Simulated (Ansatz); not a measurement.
# CaO: zone-centre modes at 7.6 GPa

The calculation used DFT PBEsol, scalar-relativistic, plane waves, PAW (Ansatz 0.2.0). Plane waves to 420 eV; Γ-centred k mesh 8×8×8; fixed occupations. No spin polarisation. Phonons by linear response, acoustic sum rule imposed.

The cell is fixed (symmetry leaves no force on the atoms) and stands under 7.6 GPa:
```
CELL_PARAMETERS angstrom
2.83440 0.00000 0.00000
0.00000 2.83440 0.00000
0.00000 0.00000 2.83440
ATOMIC_POSITIONS crystal
Ca 0.00000 0.00000 0.00000
O 0.50000 0.50000 0.50000
```

The cell is the ideal cubic caesium chloride prototype; this isn't the usual structure of the compound.

Optical modes at Γ (transverse, no macroscopic field); i marks an imaginary frequency:
| frequency (THz) | degeneracy | IR intensity of the level ((D/Å)²/amu) |
| --- | --- | --- |
| 5.86 | 3 | 40.23 |

All 3 optical modes at Γ are real: no displacement of atoms at fixed cell lowers the energy to second order. Strains and modes at other wave vectors aren't tested by this run.

* Electronic dielectric constant ε∞ (principal values): 4.62
* Static dielectric constant ε0 (principal values): 37.5
* Refractive index √ε∞, mean: 2.15
* Kohn–Sham gap on the mesh: 2.65 eV
* Cost: 15 s on 1 thread of Arm Neoverse V2 (shared host), peak memory 0.37 GiB

Born effective charges (e):
| atom | Z*xx | Z*yy | Z*zz | mean |
| --- | --- | --- | --- | --- |
| Ca (atom 1) | 2.58 | 2.58 | 2.58 | 2.58 |
| O (atom 2) | -2.58 | -2.58 | -2.58 | -2.58 |